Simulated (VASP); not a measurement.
The system is Ru.

```
Ru
1.0
     2.70580    0.00000    0.00000
    -1.35290    2.34329    0.00000
     0.00000    0.00000    4.28190
Ru
2
Direct
  0.66667 0.33333 0.75000
  0.33333 0.66667 0.25000
```

```yaml
Program: VASP 6.6.1
Task: relaxation of cell and atoms
Functional: vdW-DF
Potentials_or_basis: VASP PAW PBE potentials, release 64 (Ru_pv)
Cutoff: 600 eV
k_mesh: 11 × 11 × 6
Occupations: fermi-dirac, width 0.05 eV
Spin: no spin polarisation
```

At the start: pressure 15.0 GPa; volume 13.57 Å³/atom.

Q: How do energy, volume and symmetry change on relaxing?

A: Over 9 steps the energy falls by 29.6 meV/atom and the volume is 14.24 Å³/atom (+4.9 %); space group P6_3/mmc (No. 194, to 0.05 Å).

The path:
| step | energy change (eV) | largest force (eV/Å) | pressure (GPa) | volume (Å³) |
| --- | --- | --- | --- | --- |
| 1 | 0.0000 | 0.0000 | 15.00 | 27.15 |
| 2 | 0.3140 | 0.0000 | -26.26 | 32.45 |
| 3 | -0.0589 | 0.0000 | -0.70 | 28.55 |
| 4 | -0.0591 | 0.0000 | -0.05 | 28.48 |
| 5 | -0.0591 | 0.0000 | 0.22 | 28.45 |
| 6 | -0.0591 | 0.0000 | 0.20 | 28.46 |
| 7 | -0.0592 | 0.0000 | 0.21 | 28.46 |
| 8 | -0.0591 | 0.0000 | -0.41 | 28.52 |
| 9 | -0.0592 | 0.0000 | 0.01 | 28.48 |

Final structure:
```
Ru
1.0
     2.75056    0.00000    0.00000
    -1.37528    2.38205    0.00000
     0.00000    0.00000    4.34614
Ru
2
Direct
  0.66667 0.33333 0.75000
  0.33333 0.66667 0.25000
```

Caveat: the PAW data sets were made with another functional, which shifts forces and pressure a little.
